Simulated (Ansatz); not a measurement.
Ga under changes of volume

One of the cells (18.685 Å³/atom); the others are scaled copies at fixed shape and fractional positions:

```
CELL_PARAMETERS angstrom
1.45000 -4.06500 0.00000
1.45000 4.06500 0.00000
0.00000 0.00000 3.17000
ATOMIC_POSITIONS crystal
Ga 0.13300 0.86700 0.75000
Ga 0.86700 0.13300 0.25000
```

This isn't the form of Ga at room conditions, which is orthorhombic.

- Program: Ansatz 0.2.0
- Functional: PBE
- Potentials or basis: Ansatz PAW
- Cutoff: 420 eV (not typed: the program's choice for these potentials)
- k mesh: 10 × 10 × 8
- Occupations: fermi-dirac, width 0.05 eV
- Spin: no spin polarisation

```tsv
volume (Å³/atom)	energy over the lowest point (meV/atom)	pressure (GPa)	largest force (eV/Å)
17.564	25.59	5.5	0.237
17.937	?	?	?
18.311	6.72	2.6	0.220
18.685	2.01	1.4	0.213
19.058	0.00	0.4	0.205
19.432	0.36	-0.6	0.197
19.806	2.78	-1.4	0.189
```

**Question.** What does the run at 17.937 Å³/atom give?

**Answer.** Energy over the lowest point 14.46 meV/atom; pressure 4.0 GPa; largest force 0.228 eV/Å.

Worked out: A Birch-Murnaghan fit of order 3 (a polynomial in V^(-2/3)) to the other rows has its minimum at 19.19 Å³/atom with B0 = V·E''(V) = 50 GPa and B' = 5.4 at fixed shape and positions, which overstates the stiffness. It gives 14.45 meV/atom at 17.937 Å³/atom, against the run's 14.46, and -dE/dV = 4.0 GPa, against 4.0.

Energies are extrapolated to zero smearing.
